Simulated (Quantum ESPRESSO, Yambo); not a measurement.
Planning a run of Yambo 5.3.0 on BN (Qingsongite). The input:

```
optics
bss
bse
em1s
dipoles
rim_cut
RandQpts= 1000000
RandGvec= 1 RL
Chimod= "HARTREE"
BSKmod= "SEX"
BSEmod= "resonant"
BSSmod= "d"
BSENGexx= 1 RL
BSENGBlk= 4 Ry
% BSEQptR
 1 | 1 |
%
% BSEBands
 2 | 6 |
%
% BEnRange
 0 | 13 | eV
%
% BDmRange
 0.1 | 0.1 | eV
%
BEnSteps= 131
% BLongDir
 1 | 0 | 0 |
%
% BndsRnXs
 1 | 12 |
%
NGsBlkXs= 4 Ry
% LongDrXs
 1 | 1 | 1 |
%
% KfnQP_E
 1.984 | 1.0 | 1.0 |
%
WRbsWF
FFTGvecs= 32 Ry
```

```sh
OMP_NUM_THREADS=1 mpirun -n 4 yambo -F bse7.in -J bse7,bse6_W -C bse7 > bse7.log
```

The stored states that it reads are on a 8×8×8 mesh. Symmetry: F-43m, No. 216, cubic system. The conventional cell has a = 3.615 Å, b = 3.615 Å, c = 3.615 Å, α = 90.00°, β = 90.00°, γ = 90.00°. Nearest to B lie 4 N at 1.57 Å. N has 4 B at 1.57 Å nearest. Farther neighbours and most contacts between anions are not listed.

Q: How long will it take on 4 MPI ranks of Arm Neoverse V1, shared host, and how much memory?

It took 95 s; on shared hardware allow 48 s to 3.2 min. Peak host memory was 1.6 GiB.

The kernel grows as the square of the matrix size, and full diagonalisation as its cube.

[Paths, hosts, dates, memory and timing lines, banners, echoed tables and standing remarks are left out of the program output.]

[Logs are printed without paths, hosts, clocks, repeated set-up lines and the standing remarks that a program may print on its own settings, such as how far it seeks lower states.]

[Runs of the session that timed out or met a known fault of the program may be left out.]

[Hosts, paths, dates, database ids (printed as entryN), source tags and the programs' standing remarks are cut or masked in the printed files.]
